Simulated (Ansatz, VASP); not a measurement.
# InP: VASP beside Ansatz

```xyz
2
Lattice="0.0000 2.7503 2.7503 2.7503 0.0000 2.7503 2.7503 2.7503 0.0000" Properties=species:S:1:pos:R:3 pbc="T T T"
In    0.0000    0.0000    0.0000
P     2.7503    2.7503    2.7503
```

Change from the starting cell: volume scaled by 0.98.

Alike in both runs: task single point; functional r2SCAN; k mesh 8 × 8 × 8; occupations fermi-dirac, width 0.05 eV; no spin polarisation.

|  | VASP | Ansatz |
| --- | --- | --- |
| version | VASP 6.6.1 | Ansatz 0.2.0 |
| potentials or method | VASP PAW PBE potentials, release 64 (In_d, P) | Ansatz PAW |
| plane-wave cutoff (eV) | 520 | 500 |
| valence electrons in the cell | 18 | 18 |

```tsv
	VASP	Ansatz	Ansatz less VASP
gap on the k mesh at the Fermi level (eV)	none	none	-
pressure (GPa)	-0.3	-0.4	-0.09
```

A gap of «none» marks a metal or a gap that the smearing closes. The functional is the same, so the differences come from potentials, cutoffs and numerics.

Caveats: the PAW data sets were made with another functional, which shifts forces and pressure a little (VASP); the PAW data sets come from PBE, with cores solved anew for the run's functional, which leaves a small shift of forces and pressure (Ansatz).
